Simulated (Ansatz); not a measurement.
## Convergence test, Ti2C

All numbers below come from DFT r2SCAN, scalar-relativistic, plane waves, PAW (Ansatz 0.2.0).

```
Ti C
1.0
     1.54070    0.88952    4.81377
    -1.54070    0.88952    4.81377
     0.00000   -1.77905    4.81377
Ti C
2 1
Direct
  0.24550 0.24550 0.24550
  0.75450 0.75450 0.75450
  0.50000 0.50000 0.50000
```

| Quantity | Value |
| --- | --- |
| Γ-centred k-mesh | 18×18×18 |
| occupation rule | Gaussian smearing, 0.1 eV |
| spin treatment | unpolarised |
| valence charge of the PAW sets | Ti 12, C 4 |

The atoms stay fixed while the plane-wave cutoff is varied. ΔE is the energy extrapolated to zero smearing, less that of the reference run (850 eV). The cell isn't necessarily relaxed at this level. Pressure is positive in compression and holds a correction for the finite cutoff (Pulay stress).

Times are rough; the reference took 97 s on 1 thread of Arm Neoverse V1 (shared host), peak memory 1.2 GiB.

(1) Tried: 150, 200, 250, 300, 350, 380, 460, 500, 520, 600, 700, 850 eV. From which plane-wave cutoff on does the energy per atom stay within 100, 10 and 1 meV of the reference?

## Answers

(1) 350 for 100 meV, 380 for 10 meV, 700 for 1 meV. The reference itself isn't shown to be converged. At 380 eV, where the energy is within 10 meV, force components already agree to within 0.005 eV/Å, where the largest force is 0.084 eV/Å.

| cutoff (eV) | ΔE (meV/atom) | P (GPa) | largest change of a force component (eV/Å) | plane waves at Γ | wall time (s) |
| --- | --- | --- | --- | --- | --- |
| 150 | 16680 | 7.74 | 0.126 | 153 | 18 |
| 200 | 3720 | 0.29 | 0.610 | 263 | 16 |
| 250 | 808 | -5.17 | 0.282 | 349 | 19 |
| 300 | 130 | 0.28 | 0.027 | 493 | 27 |
| 350 | 17.7 | -0.36 | 0.014 | 585 | 30 |
| 380 | 8.34 | -0.47 | 0.005 | 657 | 32 |
| 460 | 4.00 | -0.50 | 0.001 | 899 | 38 |
| 500 | 2.99 | -0.50 | 0.000 | 1013 | 70 |
| 520 | 2.58 | -0.50 | 0.000 | 1055 | 42 |
| 600 | 1.41 | -0.50 | 0.000 | 1315 | 59 |
| 700 | 0.67 | -0.50 | 0.000 | 1671 | 75 |
| 850 | 0.00 | -0.50 | 0.000 | 2237 | 97 |